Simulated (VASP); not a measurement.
## VASP inputs for MgS (wurtzite)

INCAR

```
ENCUT = 520
LELF = .TRUE.
ISMEAR = 0
LCHARG = .TRUE.
GGA = PS
ISIF = 2
PREC = Accurate
IBRION = -1
LREAL = .FALSE.
SIGMA = 0.01
LWAVE = .FALSE.
NSW = 0
NBANDS = 16
EDIFF = 1E-7
NELM = 120
LASPH = .TRUE.
```

KPOINTS

```
KPOINTS created by Atomic Simulation Environment
0
Gamma
12 12 4
0 0 0
```

KPOINTS_OPT

```
special points
6
Reciprocal
0.0000000000 0.0000000000 0.0000000000 1
0.5000000000 0.0000000000 0.0000000000 1
0.3333333333 0.3333333333 0.0000000000 1
0.0000000000 0.0000000000 0.5000000000 1
0.5000000000 0.0000000000 0.5000000000 1
0.3333333333 0.3333333333 0.5000000000 1
```

POSCAR

```
Mg S
 1.0000000000000000
     4.0286256267095988   -0.0000000000000000   -0.0000000000000000
    -2.0143128133547994    3.4888921350675175    0.0000000000000000
    -0.0000000000000000   -0.0000000000000000    6.4543928108598783
 Mg  S
   2   2
Cartesian
 -0.0000000000000001  2.3259280900450121 -0.0185416518835357
  2.0143128133547994  1.1629640450225061  3.2086547535464041
 -0.0000000000000001  2.3259280900450121  2.4389389559559902
  2.0143128133547994  1.1629640450225061  5.6661353613859298
```

VASP ran with the recommended PBE PAW datasets (16 valence electrons in the cell).

Q: Estimate the main results of this run.

A: gap between bands v and c 3.30 eV; least direct gap 3.30 eV; pressure -0.4 GPa.

Band v is the last that the valence electrons fill when counted band by band, and c is the next. Levels in eV from the top of v:

```
point    v−1      v     c   c+1
    Γ  -0.11   0.00  3.30  4.62
    M  -0.94  -0.44  4.63  5.07
    K  -1.35  -1.35  4.69  6.92
    A  -0.33  -0.33  4.81  4.81
    L  -0.81  -0.81  4.52  4.52
    H  -0.52  -0.52  5.69  5.69
```
